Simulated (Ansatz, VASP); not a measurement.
**W in VASP and in Ansatz**

```
W
1.0
    -1.37870    1.37870    1.37870
     1.37870   -1.37870    1.37870
     1.37870    1.37870   -1.37870
W
1
Cartesian
  0.0000 0.0000 0.0000
```

Change from the starting cell: volume scaled by 0.65, LAPW.

Alike in both runs: task single point; functional PBE; k mesh 19 × 19 × 19; occupations fermi-dirac, width 0.05 eV; no spin polarisation.

|  | VASP | Ansatz |
| --- | --- | --- |
| version | VASP 6.6.1 | Ansatz 0.2.0 |
| potentials or method | VASP PAW PBE potentials, release 64 (W_sv), cutoff 520 eV | all-electron LAPW, scalar-relativistic |

|  | VASP | Ansatz | Ansatz less VASP |
| --- | --- | --- | --- |
| pressure (GPa) | 319.8 | 308.9 | -10.98 |

Ansatz ran all-electron here, so the differences hold the error of VASP's frozen core and of both bases.

Caveats: the cell as given lies far from equilibrium; so large a pressure means that the cell lies far from this level's equilibrium, or that cutoff or potentials fall short (VASP). Spin-orbit coupling is left out, which matters for the levels of W.
